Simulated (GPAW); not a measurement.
Input of a GPAW 26.7.0 run:

File run.py:

```python
from ase.eos import EquationOfState
from ase.io import Trajectory, read
from ase.units import GPa
from gpaw import GPAW, PW

atoms = read('POSCAR')

traj = Trajectory('eos.traj', 'w')
volumes, energies = [], []
for x in [0.94, 0.96, 0.98, 1.0, 1.02, 1.04, 1.06]:
    a = atoms.copy()
    a.set_cell(atoms.cell * x**(1 / 3), scale_atoms=True)
    calc = GPAW(mode=PW(600),
                xc='PBE',
                kpts={'size': (12, 12, 12), 'gamma': True},
                occupations={'name': 'fermi-dirac', 'width': 0.05},
                nbands=17,
                convergence={'density': 1e-05, 'energy': 1e-05},
                maxiter=150,
                txt=f'eos-{x:.2f}.txt')
    a.calc = calc
    energies.append(a.get_potential_energy(force_consistent=True))
    volumes.append(a.get_volume())
    p = -a.get_stress()[:3].mean() / GPa
    calc.write(f'eos-{x:.2f}.gpw')
    traj.write(a)
    print(f'{x:.2f} {volumes[-1]:10.4f} A^3 {energies[-1]:14.6f} eV {p:9.3f} GPa', flush=True)

v0, e0, B = EquationOfState(volumes, energies, eos='birchmurnaghan').fit()
print(f'V0 = {v0:.4f} A^3, E0 = {e0:.6f} eV, B0 = {B / GPa:.2f} GPa')
```

The input POSCAR:

```
Pd
1.0
   -1.5722810000      1.5722810000      1.5722810000
    1.5722810000     -1.5722810000      1.5722810000
    1.5722810000      1.5722810000     -1.5722810000
Pd
1
Direct
    0.0000000000      0.0000000000      0.0000000000
```

Potentials or basis: GPAW PAW data sets (gpaw-data 1.2.1), pw.

Launch:

```bash
$ OMP_NUM_THREADS=1 python run.py
```

(1) What does it give for the pressure derivative of the bulk modulus?

(2) What does it give for the bulk modulus?

(3) What does it give for the equilibrium volume?

Answers

(1) 5.6.

(2) 165 GPa.

(3) 15.44 Å³/atom.
